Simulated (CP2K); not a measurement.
Crystal: WC.

```
CELL_PARAMETERS angstrom
3.10092 0.00000 0.00000
1.55046 2.68548 0.00000
1.55046 0.89516 2.53189
ATOMIC_POSITIONS crystal
W 0.00000 0.00000 0.00000
C 0.50000 0.50000 0.50000
```

Measurements of this composition are mostly on another form, of space group No. 187.

Program: CP2K 2026.2. Alike in all runs: task band structure; potentials or basis POTENTIAL_UZH W GTH-SCAN-q14, C GTH-SCAN-q4; TZVP-MOLOPT-SCAN-GTH basis; no spin polarisation; cell as given; k mesh 10 × 10 × 10.

Task: Order these runs on this cell by their pressure, lowest first.
A. level SCAN; smearing fermi-dirac 0.01 eV; EPS_DEFAULT 1.0E-10; points a segment of the path (NPOINTS) 6; bands added on the path 6
B. level r2SCAN; smearing fermi-dirac 0.1 eV; EPS_DEFAULT 1.0E-9; points a segment of the path (NPOINTS) 8; bands added on the path 4
C. level TASK; smearing fermi-dirac 0.0259 eV; EPS_DEFAULT 1.0E-9; points a segment of the path (NPOINTS) 8; bands added on the path 6

Result: A (-12.0 GPa), B (-9.9 GPa), C (-7.3 GPa).

Caveats: the basis of atomic orbitals isn't converged, which shifts pressures, moduli and gaps; the potentials were made for another functional, which shifts forces and pressure (some runs).
